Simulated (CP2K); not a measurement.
Runs of CP2K 2026.2 on HfN. It takes space group Fm-3m (No. 225, cubic). Conventional cell: a = 4.512 Å, b = 4.512 Å, c = 4.512 Å, α = 90.00°, β = 90.00°, γ = 90.00°. Around Hf (site symmetry m-3m) lie 6 N at 2.26 Å. Around N (site symmetry m-3m) lie 6 Hf at 2.26 Å. 

| level | potentials or basis | smearing | EPS_DEFAULT | NGRIDS | points a segment of the path (NPOINTS) | bands added on the path | CUTOFF of the grids | gap on the mesh (eV) | pressure (GPa) |
| --- | --- | --- | --- | --- | --- | --- | --- | --- | --- |
| TB-mBJ | POTENTIAL_UZH Hf GTH-PBE-q12, N GTH-PBE-q5; TZVP-MOLOPT-PBE-GTH basis | fermi-dirac 0.01 eV | 1.0E-10 | 4 | 10 | 4 | 675 Ry | none | - |
| r2SCAN | POTENTIAL_UZH Hf GTH-SCAN-q12, N GTH-SCAN-q5; TZVP-MOLOPT-SCAN-GTH basis | fermi-dirac 0.1 eV | 1.0E-9 | 4 | 6 | 2 | 675 Ry | none | -4.8 |
| LDA | GTH_POTENTIALS Hf GTH-PADE-q12, N GTH-PADE-q5; TZVP-MOLOPT-PBE-GTH basis | fermi-dirac 0.0259 eV | 1.0E-9 | 4 | 10 | 6 | 450 Ry | none | -61.3 |
| PBEsol | POTENTIAL_UZH Hf GTH-PBE-q12, N GTH-PBE-q5; TZVP-MOLOPT-PBE-GTH basis | fermi-dirac 0.0259 eV | 1.0E-9 | 5 | 6 | 2 | 450 Ry | none | (a) |

Alike in all rows: task band structure; no spin polarisation; cell as given; k mesh 10 × 10 × 10.

Task: Fill in the values left out.

Result: (a) -4.3.

Caveats: spin-orbit coupling is left out, which moves the levels of the heavy elements; the basis of atomic orbitals isn't converged, which shifts pressures, moduli and gaps; the potentials were made for another functional, which shifts forces and pressure (some runs); this is a model potential without an energy functional, so only levels have meaning (some runs); a pressure of tens of GPa on the cell as given is suspect, and the run, the potentials or the cell itself is likely at fault (some runs).

A k mesh can miss the band edges, and the runs leave out spin-orbit coupling on Hf.

A gap of «none» marks a metal or a gap under the smearing width.

Runs at the PBE level aren't shown here.
